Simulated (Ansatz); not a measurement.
AlN:

```xyz
2
Lattice="0.0000 2.0345 2.0345 2.0345 0.0000 2.0345 2.0345 2.0345 0.0000" Properties=species:S:1:pos:R:3 pbc="T T T"
Al    2.0345    2.0345    2.0345
N     0.0000    0.0000    0.0000
```

Measurements of this composition are mostly on another form, of space group No. 186.

* Program: Ansatz 0.2.0
* Task: relaxation of cell and atoms
* Functional: HSEsol
* Potentials or basis: Ansatz PAW
* Cutoff: 420 eV (not typed: the program's choice for these potentials)
* k mesh: 6 × 6 × 6
* Occupations: fermi-dirac, width 0.05 eV
* Spin: no spin polarisation

At the start: volume 8.42 Å³/atom.

Q: Where does the relaxation end?

A: It ends after 7 steps and the volume is 8.08 Å³/atom (-4.0 %); space group Fm-3m (No. 225, to 0.05 Å).

The path:
```
step  energy change (eV)  largest force (eV/Å)  volume (Å³)
   1              0.0000                0.0000        16.84
   2             -0.0185                0.0000        16.50
   3             -0.0252                0.0000        16.16
   4             -0.0252                0.0000        16.18
   5             -0.0239                0.0000        16.18
   6             -0.0240                0.0000        16.17
   7             -0.0238                0.0000        16.17
```

Final structure:
```
Al N
1.0
     0.00000    2.00701    2.00701
     2.00701    0.00000    2.00701
     2.00701    2.00701    0.00000
Al N
1 1
Direct
  0.50000 0.50000 0.50000
  0.00000 0.00000 0.00000
```

Caveat: the k mesh is coarse (spacing up to 0.45 Å⁻¹), so the values aren't converged, least of all with exact exchange; the plane-wave basis is chosen anew once the cell has moved, so the energies of steps on either side of that aren't comparable; the pressure holds a Pulay correction of +0.5 GPa for the finite cutoff; the PAW data sets come from PBE, with cores solved anew for the run's functional, which leaves a small shift of forces and pressure.
